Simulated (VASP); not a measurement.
All values below come from LDA (Ceperley-Alder, Perdew-Zunger), VASP's LDA PAW potentials (set 64) (plane waves; VASP).

VASP input:

**INCAR**
```
SYSTEM  =  AlSb
PREC  =  Accurate; ENCUT  =  400; LREAL  =  .FALSE.
LASPH  =  .TRUE.
EDIFF  =  1E-8; NELM  =  100; ALGO  =  Normal
LMAXMIX  =  4
ISMEAR  =  0; SIGMA  =  0.01
IBRION  =  8; NSW  =  1
LWAVE  =  .FALSE.; LCHARG  =  .FALSE.
LEPSILON  =  .TRUE.
```

**POSCAR**
```
AlSb
4.3278060
  0.0000000000   0.7071068461   0.7071068461
  0.7071068461   0.0000000000   0.7071068461
  0.7071068461   0.7071068461   0.0000000000
Al Sb
1 1
Cartesian
  0.0000000000   0.0000000000   0.0000000000
  0.3535534231   0.3535534231   0.3535534231
```

File KPOINTS:
```
Automatic
0
Gamma
 11 11 11
0 0 0
```

POTCAR, in this order: Al Sb (LDA.64 set). Program: vasp_std.

What VASP printed:

File OSZICAR:
```
...
RMM:   6    -0.229850816574E+01    0.15624E-07   -0.12429E-08  1530   0.851E-04
RMM:   7    -0.229850816638E+01   -0.64009E-09   -0.48245E-09  1384   0.186E-04
 Linear response to external field (no local field effect), progress :
  Direction:   2
       N       E                     dE             d eps       ncg     rms          rms(c)
RMM:   1    -0.234581285758E+01   -0.23458E+01   -0.10179E+01  1891   0.554E+00
RMM:   2    -0.242152214983E+01   -0.75709E-01   -0.36911E-02  1448   0.112E+00
RMM:   3    -0.242199675760E+01   -0.47461E-03   -0.63343E-04  1442   0.149E-01
RMM:   4    -0.242200028631E+01   -0.35287E-05   -0.14032E-05  1494   0.229E-02
RMM:   5    -0.242200040589E+01   -0.11958E-06   -0.71566E-07  1516   0.440E-03
RMM:   6    -0.242200039175E+01    0.14139E-07   -0.15413E-08  1522   0.867E-04
RMM:   7    -0.242200039257E+01   -0.81276E-09   -0.90185E-09  1358   0.186E-04
 Linear response to external field (no local field effect), progress :
  Direction:   3
       N       E                     dE             d eps       ncg     rms          rms(c)
RMM:   1    -0.851306088438E+00   -0.85131E+00   -0.35195E+00  1896   0.385E+00
RMM:   2    -0.891267116506E+00   -0.39961E-01   -0.13142E-02  1445   0.758E-01
RMM:   3    -0.891448684272E+00   -0.18157E-03   -0.26632E-04  1418   0.108E-01
RMM:   4    -0.891449984292E+00   -0.13000E-05   -0.67886E-06  1484   0.165E-02
RMM:   5    -0.891450003158E+00   -0.18866E-07   -0.38834E-07  1492   0.337E-03
RMM:   6    -0.891449991477E+00    0.11681E-07   -0.21904E-08  1481   0.652E-04
RMM:   7    -0.891449991115E+00    0.36196E-09   -0.71159E-09  1291   0.151E-04
 Linear response to external field, progress :
  Direction:   1
       N       E                     dE             d eps       ncg     rms          rms(c)
RMM:   1    -0.180765632701E+01   -0.18077E+01   -0.78028E+00  7303   0.492E+00
RMM:   2    -0.187027892628E+01   -0.62623E-01   -0.27411E-02  5563   0.986E-01    0.160E+00
RMM:   3    -0.180121558937E+01    0.69063E-01   -0.50420E-02  5410   0.116E+00    0.914E-01
RMM:   4    -0.185610857407E+01   -0.54893E-01   -0.69065E-02  5448   0.139E+00    0.131E-01
RMM:   5    -0.186963564902E+01   -0.13527E-01   -0.20815E-03  5600   0.340E-01    0.210E-02
RMM:   6    -0.187088660584E+01   -0.12510E-02   -0.59126E-05  5842   0.534E-02    0.136E-02
RMM:   7    -0.187117878563E+01   -0.29218E-03   -0.45843E-06  5715   0.148E-02    0.126E-03
RMM:   8    -0.187122109916E+01   -0.42314E-04   -0.29442E-07  6020   0.318E-03    0.413E-04
RMM:   9    -0.187122051014E+01    0.58901E-06   -0.21129E-08  5993   0.736E-04    0.676E-05
RMM:  10    -0.187122187845E+01   -0.13683E-05   -0.89026E-08  5590   0.145E-04    0.217E-05
RMM:  11    -0.187122113102E+01    0.74743E-06    0.62111E-09  3741   0.615E-05    0.383E-06
 Linear response to external field, progress :
  Direction:   2
       N       E                     dE             d eps       ncg     rms          rms(c)
RMM:   1    -0.180768151374E+01   -0.18077E+01   -0.78031E+00  7303   0.492E+00
RMM:   2    -0.187027892780E+01   -0.62597E-01   -0.27410E-02  5562   0.986E-01    0.160E+00
RMM:   3    -0.180121558461E+01    0.69063E-01   -0.50424E-02  5410   0.116E+00    0.914E-01
RMM:   4    -0.185610964727E+01   -0.54894E-01   -0.69070E-02  5449   0.139E+00    0.131E-01
RMM:   5    -0.186963623033E+01   -0.13527E-01   -0.20817E-03  5596   0.340E-01    0.210E-02
RMM:   6    -0.187088715557E+01   -0.12509E-02   -0.59357E-05  5841   0.534E-02    0.136E-02
RMM:   7    -0.187117927728E+01   -0.29212E-03   -0.46049E-06  5716   0.148E-02    0.126E-03
RMM:   8    -0.187122161083E+01   -0.42334E-04   -0.29841E-07  6031   0.318E-03    0.413E-04
RMM:   9    -0.187122100318E+01    0.60765E-06   -0.12487E-08  6009   0.736E-04    0.679E-05
RMM:  10    -0.187122237701E+01   -0.13738E-05   -0.30840E-08  5580   0.145E-04    0.217E-05
RMM:  11    -0.187122163485E+01    0.74216E-06   -0.11814E-08  3762   0.613E-05    0.389E-06
 Linear response to external field, progress :
  Direction:   3
       N       E                     dE             d eps       ncg     rms          rms(c)
RMM:   1    -0.180870343058E+01   -0.18087E+01   -0.78133E+00  7299   0.492E+00
RMM:   2    -0.187027654029E+01   -0.61573E-01   -0.27371E-02  5562   0.986E-01    0.160E+00
RMM:   3    -0.180121531603E+01    0.69061E-01   -0.50430E-02  5410   0.116E+00    0.914E-01
RMM:   4    -0.185610883792E+01   -0.54894E-01   -0.69070E-02  5449   0.139E+00    0.131E-01
RMM:   5    -0.186963577139E+01   -0.13527E-01   -0.20815E-03  5597   0.340E-01    0.210E-02
RMM:   6    -0.187088724314E+01   -0.12515E-02   -0.59317E-05  5843   0.534E-02    0.136E-02
RMM:   7    -0.187117933579E+01   -0.29209E-03   -0.46044E-06  5716   0.148E-02    0.126E-03
RMM:   8    -0.187122161053E+01   -0.42275E-04   -0.30389E-07  6022   0.318E-03    0.413E-04
RMM:   9    -0.187122099981E+01    0.61072E-06   -0.41585E-08  6022   0.736E-04    0.679E-05
RMM:  10    -0.187122237633E+01   -0.13765E-05   -0.14713E-07  5595   0.145E-04    0.217E-05
RMM:  11    -0.187122163059E+01    0.74575E-06   -0.50924E-09  3686   0.613E-05    0.390E-06
 Linear response DOF=           2
 Linear response progress:
  Degree of freedom:   1/  2
       N       E                     dE             d eps       ncg     rms          rms(c)
RMM:   1    -0.727628018126E-02   -0.72763E-02    0.40547E-03  7823   0.676E-01
RMM:   2    -0.623365458203E-02    0.10426E-02   -0.43924E-04  5491   0.160E-01    0.465E-02
RMM:   3    -0.618794409383E-02    0.45710E-04   -0.31855E-05  5707   0.339E-02    0.280E-02
RMM:   4    -0.615392186692E-02    0.34022E-04   -0.57007E-06  5520   0.221E-02    0.171E-03
RMM:   5    -0.614873468889E-02    0.51872E-05    0.44460E-07  5850   0.388E-03    0.708E-04
RMM:   6    -0.614548531580E-02    0.32494E-05    0.64611E-07  5595   0.114E-03    0.209E-04
RMM:   7    -0.614549201036E-02   -0.66946E-08   -0.15384E-09  5870   0.265E-04    0.482E-05
 Linear response progress:
  Degree of freedom:   2/  2
       N       E                     dE             d eps       ncg     rms          rms(c)
RMM:   1    -0.288875491842E-01   -0.28888E-01    0.30655E-02  6959   0.159E+00
RMM:   2    -0.275868628867E-01    0.13007E-02   -0.14521E-03  5492   0.301E-01    0.675E-02
RMM:   3    -0.276444041161E-01   -0.57541E-04   -0.40455E-05  5620   0.554E-02    0.390E-02
RMM:   4    -0.278156062870E-01   -0.17120E-03   -0.20260E-05  5557   0.326E-02    0.296E-03
RMM:   5    -0.278145818945E-01    0.10244E-05   -0.12581E-06  5767   0.642E-03    0.130E-03
RMM:   6    -0.278089460171E-01    0.56359E-05   -0.74583E-07  5742   0.102E-03    0.470E-04
RMM:   7    -0.278067161426E-01    0.22299E-05   -0.21919E-07  5836   0.341E-04    0.573E-05
RMM:   8    -0.278074234105E-01   -0.70727E-06    0.76310E-09  5638   0.128E-04    0.180E-05
RMM:   9    -0.278073834993E-01    0.39911E-07    0.55288E-10  5962   0.287E-05    0.665E-06
RMM:  10    -0.278074392285E-01   -0.55729E-07    0.87160E-10  6039   0.708E-06    0.101E-06
RMM:  11    -0.278074340282E-01    0.52003E-08    0.54035E-10  4764   0.178E-06    0.120E-07
 Linear response finished
```

### OUTCAR
```
------------------------ aborting loop because EDIFF is reached ----------------------------------------

 HEAD OF MICROSCOPIC STATIC DIELECTRIC TENSOR (INDEPENDENT PARTICLE, excluding Hartree and local field effects)
 ------------------------------------------------------
          12.811381     0.000000    -0.000000
          -0.000000    12.811381     0.000000
          -0.000000     0.000000    12.811381
 ------------------------------------------------------

 MACROSCOPIC STATIC DIELECTRIC TENSOR (including local field effects in DFT)
 ------------------------------------------------------
          12.016645     0.000000    -0.000000
           0.000000    12.016645    -0.000000
           0.000000     0.000000    12.016645
 ------------------------------------------------------

 PIEZOELECTRIC TENSOR (including local field effects)  for field in x, y, z        (e  Angst)
          XX          YY          ZZ          XY          YZ          ZX
  --------------------------------------------------------------------------------
  x    -0.00000     0.00000     0.00000     0.00000    -1.87602    -0.00000
  y    -0.00000     0.00000    -0.00000    -0.00000     0.00000    -1.87602
  z    -0.00000    -0.00000     0.00000    -1.87602     0.00000     0.00000

 PIEZOELECTRIC TENSOR (including local field effects)  for field in x, y, z        (C/m^2)
          XX          YY          ZZ          XY          YZ          ZX
  --------------------------------------------------------------------------------
  x    -0.00000     0.00000     0.00000     0.00000    -0.52440    -0.00000
  y    -0.00000     0.00000    -0.00000    -0.00000     0.00000    -0.52440
  z    -0.00000    -0.00000     0.00000    -0.52440     0.00000     0.00000

 BORN EFFECTIVE CHARGES (including local field effects) (in |e|, cummulative output)
 ---------------------------------------------------------------------------------
 ion    1
    1     1.81210     0.00000    -0.00000
    2    -0.00000     1.81210    -0.00000
    3    -0.00000     0.00000     1.81210
 ion    2
    1    -1.81210    -0.00000     0.00000
    2     0.00000    -1.81210     0.00000
    3     0.00000    -0.00000    -1.81210

   1 f  =    9.493063 THz    59.646675 2PiTHz  316.654505 cm-1    39.260137 meV
             X         Y         Z           dx          dy          dz
      0.000000  0.000000  0.000000     0.000000    0.904740    0.000000
      1.530111  1.530111  1.530111     0.000000   -0.425965    0.000000

   2 f  =    9.493063 THz    59.646675 2PiTHz  316.654505 cm-1    39.260137 meV
             X         Y         Z           dx          dy          dz
      0.000000  0.000000  0.000000     0.904740    0.000000    0.000000
      1.530111  1.530111  1.530111    -0.425965    0.000000    0.000000

   3 f  =    9.493063 THz    59.646675 2PiTHz  316.654505 cm-1    39.260137 meV
             X         Y         Z           dx          dy          dz
      0.000000  0.000000  0.000000     0.000000    0.000000    0.904740
      1.530111  1.530111  1.530111     0.000000    0.000000   -0.425965

   4 f/i=    0.000465 THz     0.002919 2PiTHz    0.015499 cm-1     0.001922 meV
             X         Y         Z           dx          dy          dz
      0.000000  0.000000  0.000000    -0.425965    0.000000    0.000000
      1.530111  1.530111  1.530111    -0.904740    0.000000    0.000000

   5 f/i=    0.000465 THz     0.002919 2PiTHz    0.015499 cm-1     0.001922 meV
             X         Y         Z           dx          dy          dz
      0.000000  0.000000  0.000000     0.000000   -0.425965    0.000000
      1.530111  1.530111  1.530111     0.000000   -0.904740    0.000000

   6 f/i=    0.000465 THz     0.002919 2PiTHz    0.015499 cm-1     0.001922 meV
             X         Y         Z           dx          dy          dz
      0.000000  0.000000  0.000000     0.000000    0.000000   -0.425965
      1.530111  1.530111  1.530111     0.000000    0.000000   -0.904740

 MACROSCOPIC STATIC DIELECTRIC TENSOR IONIC CONTRIBUTION
 ------------------------------------------------------
           1.272825     0.000000     0.000000
           0.000000     1.272825     0.000000
           0.000000     0.000000     1.272825
 ------------------------------------------------------

 ELASTIC MODULI CONTR FROM IONIC RELAXATION (kBar)
 Direction    XX          YY          ZZ          XY          YZ          ZX
 --------------------------------------------------------------------------------
 XX          -0.0000     -0.0000     -0.0000      0.0000      0.0000      0.0000
 YY          -0.0000     -0.0000     -0.0000      0.0000      0.0000      0.0000
 ZZ          -0.0000     -0.0000     -0.0000      0.0000      0.0000      0.0000
 XY           0.0000      0.0000     -0.0000   -201.1957     -0.0000     -0.0000
 YZ           0.0000      0.0000      0.0000     -0.0000   -201.1957     -0.0000
 ZX           0.0000      0.0000      0.0000     -0.0000     -0.0000   -201.1957
 --------------------------------------------------------------------------------

 PIEZOELECTRIC TENSOR IONIC CONTR  for field in x, y, z        (C/m^2)
          XX          YY          ZZ          XY          YZ          ZX
  --------------------------------------------------------------------------------
  x    -0.00000    -0.00000    -0.00000     0.00000     0.47617     0.00000
  y    -0.00000    -0.00000    -0.00000     0.00000     0.00000     0.47617
  z    -0.00000    -0.00000     0.00000     0.47617     0.00000     0.00000
```
(Selected blocks of OUTCAR.)

### OUTCAR
```
 val. band max:        4.7210364661   @ k =   0.0000   0.0000   0.0000

 cond. band min:       5.8364223310   @ k =   0.4545   0.4545   0.0000


 Fermi energy:         4.8127695157

 k-point     1 :       0.0000    0.0000    0.0000
  band No.  band energies     occupation
      1      -6.0880      2.00000
      2       4.7210      2.00000
      3       4.7210      2.00000
      4       4.7210      2.00000
      5       6.2527      0.00000
      6       7.8256      0.00000
      7       7.8256      0.00000
      8       7.8256      0.00000

 k-point     2 :       0.0909    0.0000    0.0000
  band No.  band energies     occupation
      1      -6.0110      2.00000
      2       3.7833      2.00000
      3       4.6138      2.00000
      4       4.6138      2.00000
      5       6.7285      0.00000
      6       7.9895      0.00000
      7       7.9895      0.00000
      8       8.1094      0.00000

 k-point     3 :       0.1818    0.0000    0.0000
  band No.  band energies     occupation
      1      -5.7868      2.00000
      2       2.3729      2.00000
      3       4.3712      2.00000
      4       4.3712      2.00000
      5       6.6570      0.00000
      6       8.3272      0.00000
      7       8.3272      0.00000
      8       9.2545      0.00000

 k-point     4 :       0.2727    0.0000    0.0000
  band No.  band energies     occupation
      1      -5.4413      2.00000
      2       1.0530      2.00000
      3       4.1164      2.00000
      4       4.1164      2.00000
      5       6.3695      0.00000
      6       8.5308      0.00000
      7       8.5308      0.00000
      8      10.6110      0.00000

 k-point     5 :       0.3636    0.0000    0.0000
  band No.  band energies     occupation
      1      -5.0402      2.00000
      2      -0.0224      2.00000
      3       3.9217      2.00000
      4       3.9217      2.00000
      5       6.1398      0.00000
      6       8.5111      0.00000
      7       8.5111      0.00000
...
```

The dielectric response may not be converged in the k-mesh; for small gaps it tends to come out too large. Unless said otherwise, spin-orbit coupling is left out, though it shifts the bands of the heavy elements here.

The compound is AlSb in the zinc blende structure. It was relaxed first.
